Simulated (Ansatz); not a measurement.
Predict the output of the script below (the Ansatz DFT code, driven from Python).

Contents of `inse.cif`:
```cif
data_InSe
_cell_length_a 8.750253
_cell_length_b 8.750253
_cell_length_c 8.750253
_cell_angle_alpha 26.42518
_cell_angle_beta 26.42518
_cell_angle_gamma 26.42518
_symmetry_space_group_name_H-M 'P 1'
_symmetry_Int_Tables_number 1
loop_
_symmetry_equiv_pos_as_xyz
'x, y, z'
loop_
_atom_site_label
_atom_site_type_symbol
_atom_site_fract_x
_atom_site_fract_y
_atom_site_fract_z
In1 In    0.000000    0.000000    0.000000
In2 In    0.111400    0.111400    0.111400
Se3 Se    0.616500    0.616500    0.616500
Se4 Se    0.828100    0.828100    0.828100
```

Script `run_soc.py`:
```python
'''Levels of InSe without and with spin-orbit coupling.'''

from dataclasses import dataclass
import warnings

import ansatz as az
from ase.io import read


@dataclass(frozen=True)
class RunConfig:
    functional: str = 'lda'
    mesh: tuple[int, ...] = (6, 6, 6)
    occupations: str = 'fermi_dirac'
    smearing_width: float = 0.01


cfg = RunConfig()


def main() -> None:
    warnings.simplefilter('ignore', az.DeckWarning)

    atoms = read('inse.cif')
    crystal = az.Crystal.from_ase(atoms)

    setup = (
        crystal.calculation()
        .functional(cfg.functional)
        .kpoints(*cfg.mesh)
        .occupations(cfg.occupations, width=cfg.smearing_width)
        .band_table()
    )
    for label, variant in (('scalar-relativistic', setup), ('spin-orbit', setup.spin(soc=True))):
        data = variant.run().report
        zero = data['band_edges_ev'][0] if data.get('band_edges_ev') else data['fermi_energy_ev']
        near = [round(e - zero, 3) for e in data['eigenvalues_ev'][0] if abs(e - zero) < 2]
        print(label)
        print('  band edges (eV):', [round(e, 3) for e in data.get('band_edges_ev') or []] or 'none reported')
        print('  levels at k =', data['kpoints_frac'][0], 'within 2 eV of the zero:', near)


if __name__ == '__main__':
    main()
```

```console
$ python run_soc.py
scalar-relativistic
  band edges (eV): none reported
  levels at k = [0.0, 0.0, 0.0] within 2 eV of the zero: [-1.684, -1.404, -1.404, -1.31, -1.31, 1.452, 1.811]
spin-orbit
  band edges (eV): none reported
  levels at k = [0.0, 0.0, 0.0] within 2 eV of the zero: [-1.824, -1.824, -1.489, -1.489, -1.456, -1.456, -1.278, -1.278, -1.18, -1.18, 1.435, 1.435, 1.78, 1.78]
```

Notes:
- The computed bands are complete only to about 4.2 eV above the Fermi level.
- Of the deposited cell: the entry's cell lengths or inner coordinates differ somewhat from later room-temperature determinations.
- The starting cell is as deposited in a crystallographic database; the results hold for this polymorph, which needn't be the stable one.
- Gaps and levels are Kohn-Sham values on a finite set of k-points.
- With spin-orbit coupling each level holds one electron and, with inversion or at time-reversal points, comes in pairs; a window in energy can cut a split set.
- Hardware and time: 71 s on 1 thread of Arm Neoverse V2, with other jobs on the host, peak memory 0.96 GiB.
